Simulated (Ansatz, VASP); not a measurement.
# CO2 (e600) in VASP and in Ansatz

```
C O
1.0
     5.71110    0.00000    0.00000
     0.00000    5.71110    0.00000
     0.00000    0.00000    5.71110
C O
4 8
Direct
  0.00000 0.00000 0.00000
  0.50000 0.00000 0.50000
  0.50000 0.50000 0.00000
  0.00000 0.50000 0.50000
  0.11824 0.11824 0.11824
  0.38176 0.88176 0.61824
  0.61824 0.38176 0.88176
  0.88176 0.61824 0.38176
  0.88176 0.88176 0.88176
  0.61824 0.11824 0.38176
  0.38176 0.61824 0.11824
  0.11824 0.38176 0.61824
```

Alike in both runs: functional PBE; dispersion D3(BJ); k mesh 4 × 4 × 4; occupations gaussian, width 0.1 eV; no spin polarisation.

Ansatz relaxed the structure, and its values are those at the end. VASP's run is a single point on that final structure, the one shown.

|  | VASP | Ansatz |
| --- | --- | --- |
| version | VASP 6.6.1 | Ansatz 0.2.0 |
| potentials or method | VASP PAW PBE potentials, release 64 (C, O) | scalar-relativistic, plane waves, PAW |
| plane-wave cutoff (eV) | 520 | 600 |
| valence electrons in the cell | 64 | 64 |

|  | VASP | Ansatz | Ansatz less VASP |
| --- | --- | --- | --- |
| gap on the k mesh at the Fermi level (eV) | 6.72 | 6.74 | +0.021 |
| least direct gap on the mesh (eV) | 6.72 | 6.74 | +0.021 |
| pressure (GPa) | 1.3 | -0.2 | -1.45 |
| rms of the force components (eV/Å) | 0.262 | 0.040 | -0.2219 |

One of these differences is far larger than is usual between the two programs; its cause wasn't traced.

Caveats: the standard files for N, O and F lose accuracy on very short bonds. A k mesh can miss the band edges.
